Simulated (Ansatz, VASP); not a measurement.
## Two plane-wave programs on MgO (base)

INCAR

```
SYSTEM = MgO
PREC = Accurate
ENCUT = 520
EDIFF = 1E-6
ISMEAR = 0
SIGMA = 0.1
LREAL = .False.
LASPH = .True.
NELM = 100
ALGO = Normal
ISIF = 2
LWAVE = .False.
LCHARG = .False.
GGA = PE
NBANDS = 11
```

The input KPOINTS:

```
regular mesh
0
Gamma
  8 8 8
  0 0 0
```

Contents of POSCAR:

```
MgO
1.0
    0.0000000000      2.1085000000      2.1085000000
    2.1085000000      0.0000000000      2.1085000000
    2.1085000000      2.1085000000      0.0000000000
Mg O
1 1
Direct
    0.0000000000      0.0000000000      0.0000000000
    0.5000000000      0.5000000000      0.5000000000
```

Input for Ansatz:

```yaml
crystal:
  lattice:
    - [0.0, 2.1085, 2.1085]
    - [2.1085, 0.0, 2.1085]
    - [2.1085, 2.1085, 0.0]
  atoms:
    - { symbol: Mg, position: [0.0, 0.0, 0.0] }
    - { symbol: O, position: [0.5, 0.5, 0.5] }
basis:
  ecutwfc: 420
kpoints:
  mp_grid: { grid: [8, 8, 8] }
hamiltonian:
  xc: pbe
  pseudopotentials: { kind: paw }
scf:
  occupations: { method: gaussian, width: 0.1 }
output:
  forces: true
  stress: true
  eigenvalues: true
```

Alike in both runs: task single point; functional PBE; k mesh 8 × 8 × 8; occupations gaussian, width 0.1 eV; no spin polarisation.

|  | VASP | Ansatz |
| --- | --- | --- |
| version | VASP 6.6.1 | Ansatz 0.2.0 |
| potentials or method | VASP PAW PBE potentials, release 64 (Mg, O) | scalar-relativistic, plane waves, PAW |
| plane-wave cutoff (eV) | 520 | 420 |
| valence electrons in the cell | 8 | 16 |

|  | VASP | Ansatz | Ansatz less VASP |
| --- | --- | --- | --- |
| gap on the k mesh at the Fermi level (eV) | 4.69 | 4.71 | +0.017 |
| least direct gap on the mesh (eV) | 4.69 | 4.71 | +0.017 |
| pressure (GPa) | 3.4 | 4.1 | +0.73 |

The functional is the same, so the differences come from potentials, cutoffs and numerics. The two sets of potentials don't hold the same shells in valence.

A hybrid or GW would open this gap; PBE tends to underestimate it.
